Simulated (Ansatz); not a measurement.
# ZnS (Sphalerite): the cost of one run

Program: Ansatz 0.2.0. Level of theory: DFT, PBE, plane-wave PAW, default files, scalar-relativistic, as far as a step names no other. These are calculated values, not measurements.

## 1. The starting structure

Symmetry: F-43m, No. 216, cubic system. Conventional cell: a = 5.415 Å, b = 5.415 Å, c = 5.415 Å, α = 90.00°, β = 90.00°, γ = 90.00°. Zn (site symmetry -43m) is surrounded by 4 S at 2.34 Å. Around S (site symmetry -43m) lie 4 Zn at 2.34 Å.

Structure file:

```
CELL_PARAMETERS angstrom
0.00000 2.70725 2.70725
2.70725 0.00000 2.70725
2.70725 2.70725 0.00000
ATOMIC_POSITIONS crystal
Zn 0.00000 0.00000 0.00000
S 0.25000 0.25000 0.25000
```

The earlier run gave: gap on the mesh 2.08 eV, largest force 0.000 eV/Å, pressure 1.2 GPa.

Like atoms gathered into sites:

| site | atoms | first shell | V_zz (10²¹ V/m²) | η | C_Q (MHz) |
| --- | --- | --- | --- | --- | --- |
| Zn | 1 | 4 S at 2.34 Å | 0.00 | – | 0 (⁶⁷Zn) |
| S | 2 | 4 Zn at 2.34 Å | 0.00 | – | 0 (³³S) |

V_zz is the principal component of the electric field gradient with the largest magnitude, η = (V_xx − V_yy)/V_zz and C_Q = eQV_zz/h. Quadrupole moments are those of Pyykkö's year-2017 table.

## 2. Ions relaxed at fixed cell

input.yaml reads:

```yaml
crystal:
  lattice:
    - [0.0, 2.70725, 2.70725]
    - [2.70725, 0.0, 2.70725]
    - [2.70725, 2.70725, 0.0]
  atoms:
    - { symbol: Zn, position: [0.0, 0.0, 0.0] }
    - { symbol: S, position: [0.25, 0.25, 0.25] }
kpoints:
  mp_grid: { grid: [14, 14, 14] }
scf:
  occupations: { method: fermi_dirac, width: 0.02 }
hamiltonian:
  xc: pbe
  pseudopotentials: { kind: paw }
output:
  forces: true
  stress: true
  populations: true
  efg:
    quadrupole_moments_barn: { Zn: 0.122, S: -0.0694 }
    contact_densities: true
relax:
  f_tol: 0.02
  max_steps: 60
```

Run with:

```bash
$ ansatz run input.yaml --threads 1 --pin off --max-ram 3072MiB --backend cpu --events-out ev --progress --plain --runs-dir out
```

Q: Estimate wall time and peak memory on 1 thread of Intel Xeon 6975P-C (Granite Rapids), shared host.

About 4.8 s, with a peak of 0.44 GiB.
